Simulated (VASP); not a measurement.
# WS2 (Tungstenite) (P6_3/mmc) in VASP: further runs, part 2 of 2

VASP 6.6.1.

## Step 4: Relaxation of cell and atoms, PBE+D3(BJ)

Input file INCAR:

```
ALGO     = Normal         # electronic algorithm
EDIFF    = 1E-6           # SCF threshold, eV
EDIFFG   = -0.01          # ionic threshold
ENCUT    = 600            # plane-wave cutoff, eV
GGA      = PE             # functional
IBRION   = 2              # ionic algorithm
ISIF     = 3              # what is computed and relaxed
ISMEAR   = 0              # smearing method
IVDW     = 12             # dispersion correction
KPAR     = 2            
LASPH    = True           # aspherical terms in the spheres
LCHARG   = False          # write CHGCAR
LREAL    = False          # projectors in reciprocal space
LWAVE    = False          # write WAVECAR
NELM     = 80             # most SCF steps
NSW      = 90             # ionic steps
PREC     = Accurate       # precision mode
SIGMA    = 0.03           # smearing width, eV
```

Input file KPOINTS:

```
k-points
0
Gamma
  12 12 3
```

Input file POSCAR:

```
WS2
1.0
    3.1800000000      0.0000000000      0.0000000000
   -1.5900000000      2.7539607840      0.0000000000
    0.0000000000      0.0000000000     12.5000000000
W S
2 4
Direct
    0.3333333333      0.6666666667      0.2500000000
    0.6666666667      0.3333333333      0.7500000000
    0.3333333333      0.6666666667      0.6250000000
    0.6666666667      0.3333333333      0.1250000000
    0.3333333333      0.6666666667      0.8750000000
    0.6666666667      0.3333333333      0.3750000000
```

Potentials or basis: VASP PAW PBE potentials, release 64 (W_sv, S).

The run is started by

```console
$ cat potpaw_PBE.64/W_sv/POTCAR potpaw_PBE.64/S/POTCAR > POTCAR
$ mpirun -np 2 vasp_std > vasp.out
```

OUTCAR:

```text
EDIFF = 1E-6
   EDIFFG = -0.01
   ENCUT = 600
   GGA = PE
   IBRION = 2
   ISIF = 3
   ISMEAR = 0
   IVDW = 12
   LASPH = True
   LREAL = False
   NELM = 80
   NSW = 90
   PREC = Accurate
 IVDW          = 12

 ion  position               nearest neighbor table
   1  0.333  0.667  0.250-   4 2.41   6 2.41   4 2.41   6 2.41   4 2.41   6 2.41
   2  0.667  0.333  0.750-   3 2.41   5 2.41   3 2.41   5 2.41   3 2.41   5 2.41
   3  0.333  0.667  0.625-   2 2.41   2 2.41   2 2.41
   4  0.667  0.333  0.125-   1 2.41   1 2.41   1 2.41
   5  0.333  0.667  0.875-   2 2.41   2 2.41   2 2.41
   6  0.667  0.333  0.375-   1 2.41   1 2.41   1 2.41

  LATTYP: Found a hexagonal cell.
 ALAT       =     3.1800000000
 C/A-ratio  =     3.9308176101

  Lattice vectors:

 A1 = (   3.1800000000,   0.0000000000,   0.0000000000)
 A2 = (  -1.5900000000,   2.7539607840,   0.0000000000)
 A3 = (   0.0000000000,   0.0000000000,  12.5000000000)

Analysis of symmetry for initial positions (statically):
=====================================================================
 Subroutine PRICEL returns:
 Original cell was already a primitive cell.

 Routine SETGRP: Setting up the symmetry group for a
 hexagonal supercell.

 Subroutine GETGRP returns: Found 24 space group operations
 (whereof 12 operations were pure point group operations)
 out of a pool of 24 trial point group operations.

The static configuration has the point symmetry D_3d.
 The point group associated with its full space group is D_6h.

Analysis of symmetry for dynamics (positions and initial velocities):
=====================================================================
 Subroutine PRICEL returns:
 Original cell was already a primitive cell.

 Routine SETGRP: Setting up the symmetry group for a
 hexagonal supercell.

 Subroutine GETGRP returns: Found 24 space group operations
 (whereof 12 operations were pure point group operations)
 out of a pool of 24 trial point group operations.

The dynamic configuration has the point symmetry D_3d.
 The point group associated with its full space group is D_6h.

 Subroutine INISYM returns: Found 24 space group operations
 (whereof 12 operations are pure point group operations),
[... 124 lines left out ...]
     AMIX_MAG =   1.60;   BMIX_MAG =  1.00
  volume/ion in A,a.u.               =      18.24       123.12
  Fermi-wavevector in a.u.,A,eV,Ry     =   1.277353  2.413847 22.199688  1.631631
  Thomas-Fermi vector in A             =   2.409958
   LORBIT       =      0    0 simple, 1 ext, 2 COOP (PROOUT), +10 PAW based schemes
   GGA     = PE    functional components
   LHFCALC =     F    Hartree Fock is set to
   AEXX    =    0.0000 exact exchange contribution
   IVDW    =    12    specifies the selected vdW correction
   LEPSILON=     F    determine dielectric tensor
   LRPA    =     F    only Hartree local field effects (RPA)
 conjugate gradient relaxation of ions
 non-spin polarized calculation
 Gauss-broadening in eV      SIGMA  =   0.03
  energy-cutoff  :      600.00
  volume of cell :      109.47
 maximum number of plane-waves:      3677
 NGX is ok and might be reduce to    28
   NGX = 13   NGY = 13   NGZ = 49

--------------------------------------- Ionic step        1  -------------------------------------------

 number of electron      51.9999998 magnetization

 Free energy of the ion-electron system (eV)
  ---------------------------------------------------
  ext. energy  EPLUGINS =         0.00000000
  ---------------------------------------------------
  free energy    TOTEN  =       -47.28280794 eV

  energy without entropy =      -47.28280794  energy(sigma->0) =      -47.28280794

------------------------ aborting loop because EDIFF is reached ----------------------------------------

 Edisp (eV)   -2.48643

 E8    (eV) :    -1.0443
[... 117 lines left out ...]
  FREE ENERGIE OF THE ION-ELECTRON SYSTEM (eV)
  ---------------------------------------------------
  free  energy   TOTEN  =       -49.7811040351 eV

  energy  without entropy=      -49.7811040351  energy(sigma->0) =      -49.78110404

[... ionic steps 4 to 9 ...]

--------------------------------------- Ionic step       10  -------------------------------------------

 number of electron      51.9999999 magnetization

------------------------ aborting loop because EDIFF is reached ----------------------------------------
[... 83 lines left out ...]
--------------------------------------- Ionic step       12  -------------------------------------------

 number of electron      51.9999999 magnetization

 Free energy of the ion-electron system (eV)
  ---------------------------------------------------
  ext. energy  EPLUGINS =         0.00000000
  ---------------------------------------------------
  free energy    TOTEN  =       -47.19329188 eV

  energy without entropy =      -47.19329188  energy(sigma->0) =      -47.19329188

 E-fermi :   7.9139     XC(G=0): -11.0746

 val. band max:        7.7235541917   @ k =   0.0000   0.0000   0.0000
 cond. band min:       8.6304761587   @ k =   0.1667   0.1667   0.0000
 fundamental gap:      0.9069219670
 Fermi energy:         7.9138517235

 k-point     1 :       0.0000    0.0000    0.0000
  band No.  band energies     occupation
      1     -66.9289      2.00000
      2     -66.9289      2.00000
      3     -31.1856      2.00000
      4     -31.1855      2.00000
      5     -31.0086      2.00000
      6     -31.0086      2.00000
[... 805 lines left out ...]
     30       9.8760      0.00000
     31      10.7529      0.00000

 [... further k-points ...]

------------------------ aborting loop because EDIFF is reached ----------------------------------------

 Edisp (eV)   -2.60890

 E8    (eV) :    -1.0964
[... 29 lines left out ...]
  FREE ENERGIE OF THE ION-ELECTRON SYSTEM (eV)
  ---------------------------------------------------
  free  energy   TOTEN  =       -49.8021943257 eV

  energy  without entropy=      -49.8021943257  energy(sigma->0) =      -49.80219433

 reached required accuracy - stopping structural energy minimisation
```

Run time: 5.2 min. Hardware: 2 MPI ranks of Intel Xeon 6975P-C (Granite Rapids), shared host; peak memory 0.35 GiB.

Results:

| Quantity | Value |
| --- | --- |
| Free energy | -49.8022 eV |
| Relaxed volume | 17.45 Å³/atom |
| Relaxed cell | a = 3.155 Å, b = 3.155 Å, c = 12.141 Å, α = 90.00°, β = 90.00°, γ = 120.00° |
| Space group after relaxing (to 0.05 Å) | P6_3/mmc (No. 194) |
| Energy gained by relaxing | 5.5 meV/atom |
| Ionic steps | 12 |
| Pressure after relaxing | -0.1 GPa |
| Band gap on the k mesh | 0.91 eV, indirect (least direct gap 1.83 eV) |
| Dispersion energy per atom | -0.435 eV |

Step by step:
| step | energy change (eV) | largest force (eV/Å) | pressure (GPa) | volume (Å³) |
| --- | --- | --- | --- | --- |
| 1 | 0.0000 | 0.1376 | -1.52 | 109.47 |
| 2 | -0.0075 | 0.3287 | 1.82 | 106.74 |
| 3 | -0.0119 | 0.2556 | 0.51 | 107.76 |
| 4 | -0.0146 | 0.0716 | -0.68 | 107.53 |
| 5 | -0.0164 | 0.0531 | -0.22 | 107.62 |
| 6 | -0.0201 | 0.0478 | -0.21 | 107.24 |
| 7 | -0.0288 | 0.0341 | -0.15 | 106.08 |
| 8 | -0.0309 | 0.0028 | 0.17 | 103.77 |
| 9 | -0.0329 | 0.0242 | 0.02 | 104.82 |
| 10 | -0.0329 | 0.0218 | 0.03 | 104.68 |
| 11 | -0.0325 | 0.0731 | -0.38 | 104.65 |
| 12 | -0.0330 | 0.0017 | -0.07 | 104.67 |

Final structure:
```xyz
6
Lattice="3.1551 0.0000 0.0000 -1.5775 2.7324 0.0000 0.0000 0.0000 12.1414" Properties=species:S:1:pos:R:3 pbc="T T T"
W     0.0000    1.8216    3.0353
W     1.5775    0.9108    9.1060
S     0.0000    1.8216    7.5315
S     1.5775    0.9108    1.4608
S     0.0000    1.8216   10.6806
S     1.5775    0.9108    4.6099
```

Levels at points of the mesh, in eV from the valence-band top:
```csv
k point,band 22,band 23,band 24,band 25,band 26,band 27,band 28,band 29,band 30,band 31
"(0.00, 0.00, 0.00)",-2.21,-2.21,-1.42,-1.28,0.00,2.26,2.26,2.27,2.27,2.28
"(0.50, 0.00, 0.00)",-2.80,-2.03,-1.78,-1.78,-1.56,2.28,2.33,2.54,2.88,3.07
```

Caveat: spin-orbit coupling is left out, which moves the levels of the heavy elements; an odd mesh through Γ misses points on the zone boundary, where band edges often lie.
